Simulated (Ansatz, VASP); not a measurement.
## Si: VASP beside Ansatz

Contents of POSCAR:

```
Si
1.0
    0.0000000000      2.7135600000      2.7135600000
    2.7135600000      0.0000000000      2.7135600000
    2.7135600000      2.7135600000      0.0000000000
Si
2
Direct
    0.7500000000      0.7500000000      0.7500000000
    0.5000000000      0.5000000000      0.5000000000
```

Contents of INCAR.step1:

```
PREC = Accurate
ENCUT = 600
ISMEAR = 0
SIGMA = 0.02
LREAL = F
LASPH = T
NELM = 100
GGA = PE
ALGO = Normal
EDIFF = 1E-4
LWAVE = T
LCHARG = F
```

File INCAR.step2:

```
PREC = Accurate
ENCUT = 600
EDIFF = 1E-6
ISMEAR = 0
SIGMA = 0.02
LREAL = F
LASPH = T
NELM = 100
ALGO = Normal
ISIF = 3
LWAVE = F
LCHARG = F
METAGGA = R2SCAN
LMIXTAU = T
IBRION = 2
NSW = 100
EDIFFG = -0.005
ISTART = 1
```

Contents of KPOINTS:

```
regular mesh
0
Gamma
  10 10 10
```

Input for Ansatz:

```yaml
crystal:
  lattice:
    - [0.0, 2.71356, 2.71356]
    - [2.71356, 0.0, 2.71356]
    - [2.71356, 2.71356, 0.0]
  atoms:
    - { symbol: Si, position: [0.75, 0.75, 0.75] }
    - { symbol: Si, position: [0.5, 0.5, 0.5] }
basis:
  ecutwfc: 500
kpoints:
  mp_grid: { grid: [10, 10, 10] }
hamiltonian:
  xc: r2scan
scf:
  occupations: { method: gaussian, width: 0.02 }
output:
  forces: true
  stress: true
  eigenvalues: true
relax:
  adjacent_minimum: "off"
  f_tol: 0.005
  max_steps: 80
  cell: { stress_tol: 0.05 }
```

Alike in both runs: task relaxation of cell and atoms; functional r2SCAN; k mesh 10 × 10 × 10; occupations gaussian, width 0.02 eV; no spin polarisation.

|  | VASP | Ansatz |
| --- | --- | --- |
| version | VASP 6.6.1 | Ansatz 0.2.0 |
| potentials or method | VASP PAW PBE potentials, release 64 (Si) | scalar-relativistic, plane waves, PAW |
| plane-wave cutoff (eV) | 600 | 500 |
| valence electrons in the cell | 8 | 8 |

Ansatz gave:

```
gap on the k mesh at the Fermi level, each at its own relaxed structure (eV) : 0.78
relaxed volume (Å³/atom)                                                     : 20.17
relaxed cell length with the largest relative difference (Å)                 : 3.850
```

Q: Estimate VASP's values.

A: gap on the k mesh at the Fermi level, each at its own relaxed structure (eV): 0.79; relaxed volume (Å³/atom): 20.12; relaxed cell length with the largest relative difference (Å): 3.846.

Caveats: the PAW data sets were made with another functional, which shifts forces and pressure a little (VASP). A k mesh can miss the band edges. Zero-point motion and thermal expansion aren't in these numbers.
